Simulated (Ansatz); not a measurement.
# Is GaAs (F-43m) stable when the ions move?

How do the phonons of GaAs change with temperature at fixed cell?

Method: DFT PBE, scalar-relativistic, plane waves, PAW; PAW set soft_1, in Ansatz 0.2.0.

## Step 1: Starting point

Symmetry: F-43m, No. 216, cubic system. Conventional cell: a = 5.654 Å, b = 5.654 Å, c = 5.654 Å, α = 90.00°, β = 90.00°, γ = 90.00°. Ga has 4 As at 2.45 Å nearest. As has 4 Ga at 2.45 Å nearest. Farther neighbours are not listed.

Structure file:

```cif
data_structure
_symmetry_space_group_name_H-M 'F-43m'
_symmetry_Int_Tables_number 216
_cell_length_a 5.6537
_cell_length_b 5.6537
_cell_length_c 5.6537
_cell_angle_alpha 90.000
_cell_angle_beta 90.000
_cell_angle_gamma 90.000
_cell_volume 180.72
loop_
_atom_site_label
_atom_site_type_symbol
_atom_site_symmetry_multiplicity
_atom_site_Wyckoff_symbol
_atom_site_fract_x
_atom_site_fract_y
_atom_site_fract_z
_atom_site_occupancy
Ga1 Ga 4 a 0.00000 0.00000 0.00000 1
As1 As 4 d 0.25000 0.25000 0.75000 1
```

## Step 2: Probe on a coarse mesh

A cheap single point shows whether the cell is a metal or an insulator and how far it is from rest; that sets the k-mesh and the occupations of what follows.

Contents of input.yaml:

```yaml
crystal:
  lattice:
    - [0.0, 2.82685, 2.82685]
    - [2.82685, 0.0, 2.82685]
    - [2.82685, 2.82685, 0.0]
  atoms:
    - { symbol: Ga, position: [0.0, 0.0, 0.0] }
    - { symbol: As, position: [0.25, 0.25, 0.25] }
kpoints:
  mp_grid: { grid: [6, 6, 6] }
hamiltonian:
  xc: pbe
  pseudopotentials: { kind: paw, azcp: { folder: soft_1 } }
scf:
  occupations: { method: gaussian, width: 0.1 }
  lower_state_search: "off"
output:
  forces: true
  stress: true
  eigenvalues: true
```

On the command line:

```
> ansatz run input.yaml --threads 18 --pin off --max-ram 92160MiB --backend cuda --events-out ev --progress --plain --runs-dir out --max-vram 78GiB
```

Numbers of over 12 decimals in the logs are rounded to 6 here.

The program printed:

```text
Engine: ansatz 0.2.0, aarch64-unknown-linux-gnu
Pseudopotentials: kind: paw
Pseudopotential: Ga, paw, valence charge 13, recommended cutoff 420 eV (normal), soft_1/Ga.paw.azcp
Pseudopotential: As, paw, valence charge 15, recommended cutoff 420 eV (normal), soft_1/As.paw.azcp
Functional definition: PBE
  parameter kappa = 0.804
  parameter beta = 0.066725
  exchange = pbe_x(kappa = kappa, mu = beta*pi^2/3)
  correlation = pbe_c(beta = beta)
device memory: the entry about to start is reckoned to put 0.7 GiB on a device that reports 148.7 GiB free (of which the cap on the GPU budget leaves the run 78.0 GiB)
GPU FFT provider: cuFFT
GPU libraries: cuBLAS 13.8.1, cuFFT 12.4.0, cuSOLVER 12.3.2
GPU matrix products: emulated (plane waves: as basis.precision tells), large ones in fixed point in workspaces of 1.00 GiB
Crystal: 2 atoms, lattice volume = 45.179 Å³
Basis set: ecut = 420 eV, 893 PW (Γ), exchange–correlation on 54×54×54 points (8 copies of the dense FFT grid, shifted against one another)
Bands: 18, of which v1, the nominal top of the filled ones, is band 14 counted from 1 (13 counted from 0)
Symmetry: 24 space group operations
Space group: F-43m (ITA 216), of the structure as read, at distance tolerance 3.6e-5 Å
k-points: 16 of 216 (time reversal used)
Non-local potential: Ga, projectors of the file, l = 0: 2, l = 1: 2, l = 2: 3, l = 3: 1
Non-local potential: As, projectors of the file, l = 0: 2, l = 1: 2, l = 2: 3, l = 3: 1
PAW form: soft (Blöchl's): semilocal exchange-correlation on the pseudo side does not see the compensation charge
PAW one-centre angular grid: Ga, 590 points (default); XC on 64 Gauss nodes
PAW one-centre angular grid: As, 590 points (default); XC on 64 Gauss nodes
Initial density: superposition of atomic densities (chi_scale 0.1, normalization cell, long waves kept (reshape's long-wave potential 0.00 eV rms))
Initial wavefunctions: pseudopotential atomic-orbital guess
GPU buffer pool allocated for 19683 grid points (all kernels)
GPU transforms: local potential and band sums: pruned to the plane-wave sphere, on 25×27×27
Functional: x = pbe(κ = 0.804, μ = 0.219515), c = pbe(β = 0.066725)
SCF iter   1: F=—  HF=-8639.912228 eV  |F-HF|=—  |Δ(HF+E_count)|=         —  Δρ=4.42e-2  dr2=4.92e-1  ethr=3.10e-3  ⟨swp⟩=5.1  Hψ=1326  notcnv=0
preconditioner: auto → none  [insulator: Δε(μ)=0.521 eV  Ē_g=15.728 eV  σ=0.100 eV  W_gap=1.00  n_scr=14 (ndim 8)  ℏωp=23.4 eV  f_vac=0.001  D(μ)=0.00/eV (n_scr^D=0)  ε∞_Penn≈3.2]
SCF iter   2: F=—  HF=-8639.839489 eV  |F-HF|=—  |Δ(HF+E_count)|=   7.27e-2  Δρ=1.89e-2  dr2=9.07e-2  ethr=1.76e-3  ⟨swp⟩=2.0  Hψ=479  notcnv=0
SCF iter   3: F=—  HF=-8639.833949 eV  |F-HF|=—  |Δ(HF+E_count)|=   5.54e-3  Δρ=6.06e-3  dr2=9.31e-3  ethr=3.24e-4  ⟨swp⟩=2.1  Hψ=497  notcnv=0
SCF iter   4: F=—  HF=-8639.826185 eV  |F-HF|=—  |Δ(HF+E_count)|=   7.76e-3  Δρ=9.28e-4  dr2=1.34e-4  ethr=3.33e-5  ⟨swp⟩=2.0  Hψ=494  notcnv=0
SCF iter   5: F=—  HF=-8639.826218 eV  |F-HF|=—  |Δ(HF+E_count)|=   3.25e-5  Δρ=2.54e-4  dr2=1.92e-5  ethr=4.80e-7  ⟨swp⟩=2.0  Hψ=513  notcnv=0
SCF iter   6: F=—  HF=-8639.826303 eV  |F-HF|=—  |Δ(HF+E_count)|=   8.55e-5  Δρ=7.33e-5  dr2=1.32e-6  ethr=6.84e-8  ⟨swp⟩=2.0  Hψ=512  notcnv=0
SCF iter   7: F=-8639.826303 eV  HF=-8639.826303 eV  |F-HF|=2.66e-8  |Δ(HF+E_count)|=   1.48e-7  Δρ=1.08e-5  dr2=3.90e-8  ethr=3.57e-10  ⟨swp⟩=4.0  Hψ=1467  notcnv=0
SCF 1 converged in 7 iterations: F = -8639.826303 eV  dr2 = 3.90e-8
  greatest PAW one-centre occupation: 0.999 electrons in one spin orbital (limit 2), on the As atom at site 1 (counted from 0), in its partial waves of l = 2
SCF converged after 7 iterations
Free energy (F): -8639.826303 eV
Harris-Foulkes:  -8639.826303 eV  (|F-HF|=2.66e-8)
Internal energy: -8639.826302 eV  (E = F + TS)
E sigma→0 (E₀):  -8639.826303 eV
Entropy (-TS):   -0.000001 eV (-0.001 meV/atom)
Fermi energy:    8.201059 eV
--- Per-component energies (eV) ---
  E_band       = -319.051962
  E_kinetic    = 210.016505
  E_local      = -3658.499429  (includes V_loc(G=0)·N_el)
  E_nonlocal   = -486.159503
  E_hartree    = 2132.556614
  E_xc         = -133.989312
  E_vxc        = -130.083939  (∫ρ·V_xc dr)
  E_paw        = -4005.023153  (= ΣΔE_a)
  E_vpaw       = -519.429569  (= ΣTr[D̂ρ^β])
  E_aug_tail   = -0.000239  (compensation charges beyond the density's cutoff)
  E_ewald      = -2698.727786
  E_smearing   = -0.000001  (= −TS)
  E_closure    = 0.000000  (closes the sum)
  Σ components = -8639.826303   (vs F -8639.826303, Δ=0.00e0)
--- Forces (eV/Å), atoms counted from 1 ---
  atom   1  Ga    -0.00000000     0.00000000     0.00000000
  atom   2  As    -0.00000000     0.00000000    -0.00000000
  max |Σ_I F_I| component: 2.20e-17 eV/Å
--- Stress (GPa, compression-positive) ---
        3.280213      -0.000000      -0.000000
        0.000000       3.280213       0.000000
       -0.000000       0.000000       3.280213
  P = ⅓ Tr σ = 3.2802 GPa (32.802 kbar)
--- Band table (eV; the first three rows and the last of 16) ---
  k-point 0: bands = [... 10 lower, -4.7939, 7.9331, 7.9331, 7.9331, 8.4491, 11.6676, 11.6676, 11.6676]
  k-point 1: bands = [... 10 lower, -4.4733, 5.2230, 7.5527, 7.5527, 9.5664, 12.2146, 12.2146, 12.6171]
  k-point 2: bands = [... 10 lower, -3.6463, 2.5585, 7.0068, 7.0068, 9.1504, 12.6339, 12.6339, 15.1832]
  k-point 15: bands = [... 10 lower, -2.2491, 1.2558, 4.5909, 4.7343, 11.2099, 11.3881, 15.0493, 15.3507]
```

Run time: 1.1 s. Hardware: 1 × NVIDIA GB200 with 18 threads of Arm Neoverse V2, shared host; peak memory 1.1 GiB; 1.7 s of CPU time.

The column dr2 measures how far the density is from self-consistency, as an energy; F and HF (Harris–Foulkes) agree once it is small.

Numbers from this step:

```yaml
pressure: 3.280 GPa
volume_per_atom: 22.59 Å³/atom
gap_on_the_k_mesh: 0.5160 eV
```

The start is under 3.3 GPa at this level and looks like an insulator or semiconductor on this mesh.

## Step 3: Finding the static equilibrium

Phonons are second derivatives about a minimum, so cell and atoms are relaxed first, inside the symmetry of the start.

input.yaml, the sections that differ from step 2:

```yaml
kpoints:
  mp_grid: { grid: [12, 12, 12] }
scf:
  occupations: { method: gaussian, width: 0.02 }
  lower_state_search: "off"
relax:
  adjacent_minimum: "off"
  f_tol: 0.005
  max_steps: 80
  cell: { stress_tol: 0.05 }
# crystal, hamiltonian, output: as in step 2
```

The program printed:

```text
[...]
Crystal: 2 atoms, lattice volume = 45.179 Å³
Basis set: ecut = 420 eV, 893 PW (Γ), exchange–correlation on 54×54×54 points (8 copies of the dense FFT grid, shifted against one another)
Bands: 18, of which v1, the nominal top of the filled ones, is band 14 counted from 1 (13 counted from 0)
Symmetry: 24 space group operations
[...]
k-points: 72 of 1728 (time reversal used)
[...]
SCF iter   1: F=—  HF=-8639.935410 eV  |F-HF|=—  |Δ(HF+E_count)|=         —  Δρ=4.34e-2  dr2=4.77e-1  ethr=3.10e-3  ⟨swp⟩=5.7  Hψ=6266  notcnv=0
[...]
SCF iter   2: F=—  HF=-8639.863828 eV  |F-HF|=—  |Δ(HF+E_count)|=   7.16e-2  Δρ=1.89e-2  dr2=8.94e-2  ethr=1.70e-3  ⟨swp⟩=2.0  Hψ=2160  notcnv=0
[...]
SCF iter   7: F=-8639.850943 eV  HF=-8639.850943 eV  |F-HF|=3.43e-8  |Δ(HF+E_count)|=   4.02e-7  Δρ=1.03e-5  dr2=3.16e-8  ethr=3.57e-10  ⟨swp⟩=6.0  Hψ=6525  notcnv=0
SCF 1 converged in 7 iterations: F = -8639.850943 eV  dr2 = 3.16e-8
[...]
relax step   1: F+E_penalty+E_count = -8639.85094346 eV  Δ(F+E_penalty+E_count) = +0.000e0 eV  max|allowed force component| = 2.024e-18 eV/Å  Δτ_max = 0.0000 Å  P = +3.313 GPa  Ω = 45.179 Å³  (7 SCF iters, dr2 threshold 1.00e-7 eV, accepted)
[...]
Crystal: 2 atoms, lattice volume = 46.959 Å³
Basis set: ecut = 420 eV, 941 PW (Γ), exchange–correlation on 54×54×54 points (8 copies of the dense FFT grid, shifted against one another)
[...]
iter 1 solved again at ethr=4.81e-6 eV; its pass at ethr=3.10e-3 eV (dr2=1.35e-3 eV) is discarded
[...]
SCF iter   2: F=—  HF=-8639.871753 eV  |F-HF|=—  |Δ(HF+E_count)|=   3.44e-5  Δρ=7.07e-4  dr2=2.27e-4  ethr=4.74e-6  ⟨swp⟩=2.0  Hψ=1944  notcnv=0
[...]
SCF iter   5: F=-8639.871869 eV  HF=-8639.871869 eV  |F-HF|=1.46e-7  |Δ(HF+E_count)|=   1.09e-6  Δρ=1.85e-5  dr2=1.88e-7  ethr=7.14e-10  ⟨swp⟩=6.9  Hψ=6720  notcnv=0
SCF 2 converged in 5 iterations: F = -8639.871869 eV  dr2 = 1.88e-7
relax step   2: F+E_penalty+E_count = -8639.87186897 eV  Δ(F+E_penalty+E_count) = -2.093e-2 eV  max|allowed force component| = 1.034e-17 eV/Å  Δτ_max = 0.0000 Å  P = +0.617 GPa  Ω = 46.959 Å³  energy of the carried Pulay correction = -3.656e-4 eV  (5 SCF iters, dr2 threshold 2.00e-7 eV, accepted)
[...]
Crystal: 2 atoms, lattice volume = 47.386 Å³
[...]
SCF iter   4: F=-8639.872671 eV  HF=-8639.872671 eV  |F-HF|=5.29e-8  |Δ(HF+E_count)|=   7.35e-7  Δρ=1.34e-5  dr2=6.00e-8  ethr=7.14e-10  ⟨swp⟩=7.0  Hψ=7077  notcnv=0
SCF 3 converged in 4 iterations: F = -8639.872671 eV  dr2 = 6.00e-8
relax step   3: F+E_penalty+E_count = -8639.87267129 eV  Δ(F+E_penalty+E_count) = -8.023e-4 eV  max|allowed force component| = 4.969e-18 eV/Å  Δτ_max = 0.0000 Å  P = +0.052 GPa  Ω = 47.386 Å³  energy of the carried Pulay correction = -4.513e-4 eV  (4 SCF iters, dr2 threshold 2.00e-7 eV, accepted)
[...]
relax step   4: F+E_penalty+E_count = -8639.87267006 eV  Δ(F+E_penalty+E_count) = +1.229e-6 eV  max|allowed force component| = 4.897e-18 eV/Å  Δτ_max = 0.0000 Å  P = +0.001 GPa  Ω = 47.426 Å³  energy of the carried Pulay correction = -4.592e-4 eV  (4 SCF iters, dr2 threshold 6.82e-9 eV, accepted)
[...]
SCF iter   1: F=—  HF=-8639.871059 eV  |F-HF|=—  |Δ(HF+E_count)|=         —  Δρ=3.97e-4  dr2=2.34e-6  ethr=3.92e-7  ⟨swp⟩=3.0  Hψ=9300  notcnv=0
[...]
SCF iter   2: F=—  HF=-8639.872645 eV  |F-HF|=—  |Δ(HF+E_count)|=   1.59e-3  Δρ=2.03e-4  dr2=8.65e-7  ethr=8.34e-9  ⟨swp⟩=2.0  Hψ=1950  notcnv=0
[...]
SCF iter   6: F=-8639.873129 eV  HF=-8639.873129 eV  |F-HF|=6.73e-11  |Δ(HF+E_count)|=   6.29e-9  Δρ=2.04e-7  dr2=1.60e-11  ethr=1.00e-12  ⟨swp⟩=4.0  Hψ=6114  notcnv=0
SCF 5 converged in 6 iterations: F = -8639.873129 eV  dr2 = 1.60e-11
relax step   5: F+E_penalty+E_count = -8639.87312884 eV  Δ(F+E_penalty+E_count) = -4.588e-4 eV  max|allowed force component| = 5.295e-18 eV/Å  Δτ_max = 0.0000 Å  P = +0.001 GPa  Ω = 47.426 Å³  stress off target by 8.41e-4 GPa  SCF on the basis re-selected at this cell (its energy is not comparable with the rows above)  (6 SCF iters)
basis re-selected at this cell: Δ(F+E_penalty+E_count) = -4.588e-4 eV, ΔP = -0.000 GPa vs the last step (what re-selecting the basis moved, of the pressure what is left beyond the Pulay correction that the steps carried, after the strain that the cell walked since its last selection, with what the two solves' SCF thresholds leave and, on support functions, any second-order correction that the steps lacked; it is no measure of the basis error at this ecutwfc). The dense FFT grid was sized anew with the basis: this SCF ran on 30×30×30 points, the steps before it on 27×27×27, so part of this shift can come from that change (see relax.cell in the input reference). [rest of the remark cut]
SCF converged after 6 iterations
Free energy (F): -8639.873129 eV
[...]
Internal energy: -8639.873129 eV  (E = F + TS)
E sigma→0 (E₀):  -8639.873129 eV
Fermi energy:    7.374946 eV
[...]
--- Stress (GPa, compression-positive) ---
        0.000841      -0.000000       0.000000
       -0.000000       0.000841       0.000000
       -0.000000       0.000000       0.000841
  P = ⅓ Tr σ = 0.0008 GPa (0.008 kbar)
--- Band table (eV; the first three rows and the last of 72) ---
  k-point 0: bands = [... 10 lower, -5.0960, 7.2929, 7.2929, 7.2929, 7.4543, 11.0194, 11.0194, 11.0194]
  k-point 1: bands = [... 10 lower, -5.0199, 6.0126, 7.1884, 7.1884, 8.4032, 11.1447, 11.1773, 11.1773]
  k-point 2: bands = [... 10 lower, -4.7982, 4.5938, 6.9405, 6.9405, 8.7317, 11.5350, 11.5350, 11.8328]
  k-point 71: bands = [... 10 lower, -2.7578, 0.8730, 3.9856, 4.1772, 11.6894, 11.9908, 12.5541, 13.3222]
--- Relaxed structure (4 steps of the walk, 4 accepted, 1 SCFs on fresh bases) ---
  F+E_penalty+E_count = -8639.87312884 eV   max|allowed force component| = 5.295e-18 eV/Å   (the final SCF, on the basis selected at the relaxed cell)
  cell:  # Å, volume = 47.4256 Å³
    - [0, 2.872947, 2.872947]
    - [2.872947, 0, 2.872947]
    - [2.872947, 2.872947, 0]
  atoms:
    - { symbol: Ga, position: [0, 0, 0] }
    - { symbol: As, position: [0.25, 0.25, 0.25] }
```

Wall time 4.4 s (1 × NVIDIA GB200 with 18 threads); peak memory 1.1 GiB; 12 s of CPU time.

Relaxation path:

| step | energy less that of the first step (eV) | largest force component (eV/Å) | pressure (GPa) | volume (Å³) |
| --- | --- | --- | --- | --- |
| 1 | 0.0000 | 0.0000 | 3.31 | 45.18 |
| 2 | -0.0209 | 0.0000 | 0.62 | 46.96 |
| 3 | -0.0217 | 0.0000 | 0.05 | 47.39 |
| 4 | -0.0217 | 0.0000 | 0.00 | 47.43 |
| 5* | -0.0222 | 0.0000 | 0.00 | 47.43 |

Relaxation steps marked * repeat the geometry before them on a plane-wave basis chosen anew for their cell, so energy and pressure can jump there.

Forces are held to the 24 operations that the run works with; a distortion that breaks them can't arise in this run.

| conventional cell, symmetrised | before | after | change |
| --- | --- | --- | --- |
| a (Å) | 5.654 | 5.746 | +1.6 % |
| b (Å) | 5.654 | 5.746 | +1.6 % |
| c (Å) | 5.654 | 5.746 | +1.6 % |
| volume (Å³/atom) | 22.59 | 23.71 | +5.0 % |

The relaxed structure:

```cif
data_structure
_symmetry_space_group_name_H-M 'P 1'
_symmetry_Int_Tables_number 1
_cell_length_a 4.0630
_cell_length_b 4.0630
_cell_length_c 4.0630
_cell_angle_alpha 60.000
_cell_angle_beta 60.000
_cell_angle_gamma 60.000
_cell_volume 47.43
loop_
_atom_site_label
_atom_site_type_symbol
_atom_site_fract_x
_atom_site_fract_y
_atom_site_fract_z
_atom_site_occupancy
Ga1 Ga 0.00000 0.00000 0.00000 1
As2 As 0.25000 0.25000 0.25000 1
```

Numbers from this step:

| Property | Result |
| --- | --- |
| pressure | 8.41e-4 GPa |
| gap on the k-mesh | 0.1614 eV |
| volume per atom | 23.71 Å³/atom |

The relaxation ends with a pressure of 0.00 GPa.

## Step 4: Tight relaxation

The thresholds are tightened for a last relaxation ahead of the phonons, and where mesh or smearing change with them the cell follows.

input.yaml, the sections that differ from step 3:

```yaml
crystal:
  lattice:
    - [0.0, 2.8729472658, 2.8729472658]
    - [2.8729472658, 0.0, 2.8729472658]
    - [2.8729472658, 2.8729472658, 0.0]
  atoms:
    - { symbol: Ga, position: [0.0, 0.0, 0.0] }
    - { symbol: As, position: [0.25, 0.25, 0.25] }
relax:
  adjacent_minimum: "off"
  f_tol: 0.001
  max_steps: 60
  cell: { stress_tol: 0.01 }
# kpoints, hamiltonian, scf, output: as in step 3
```

The program printed:

```text
[...]
GPU FFT provider: cuFFT
GPU libraries: cuBLAS 13.8.1, cuFFT 12.4.0, cuSOLVER 12.3.2
[...]
Crystal: 2 atoms, lattice volume = 47.426 Å³
Basis set: ecut = 420 eV, 941 PW (Γ), exchange–correlation on 60×60×60 points (8 copies of the dense FFT grid, shifted against one another)
[...]
k-point 71: bands = [... 10 lower, -2.7578, 0.8730, 3.9856, 4.1772, 11.6894, 11.9908, 12.5541, 13.3222]
--- Relaxed structure (1 steps of the walk, 1 accepted, 1 SCFs on fresh bases) ---
[...]
cell:  # Å, volume = 47.4256 Å³
    - [0.0, 2.8729472658, 2.8729472658]
    - [2.8729472658, 0.0, 2.8729472658]
    - [2.8729472658, 2.8729472658, 0.0]
  atoms:
    - { symbol: Ga, position: [0.0, 0.0, 0.0] }
    - { symbol: As, position: [0.250000, 0.250000, 0.250000] }
[key lines of the parts left out:]
SCF converged after 6 iterations
Free energy (F): -8639.873129 eV
Fermi energy:    7.374944 eV
P = ⅓ Tr σ = 0.0009 GPa (0.009 kbar)
```

It took 2.1 s on 1 × NVIDIA GB200 with 18 threads; peak memory 1 GiB; 5.4 s of CPU time.

Little changed from the start: no atom moved by 0.005 Å and no cell edge by 0.1 %.

Numbers from this step:

| Item | Value |
| --- | --- |
| pressure | 8.52e-4 GPa |

The residual pressure is 8.5e-4 GPa, small enough for phonons.

[end of part 1 of 2]

[Logs are printed without paths, hosts, clocks, repeated set-up lines and the standing remarks that a program may print on its own settings, such as how far it seeks lower states.]

[Hosts, paths, dates, database ids (printed as entryN), source tags and the programs' standing remarks are cut or masked in the printed files.]

[A step with changed settings may run another functional than the one named; its input shows which.]
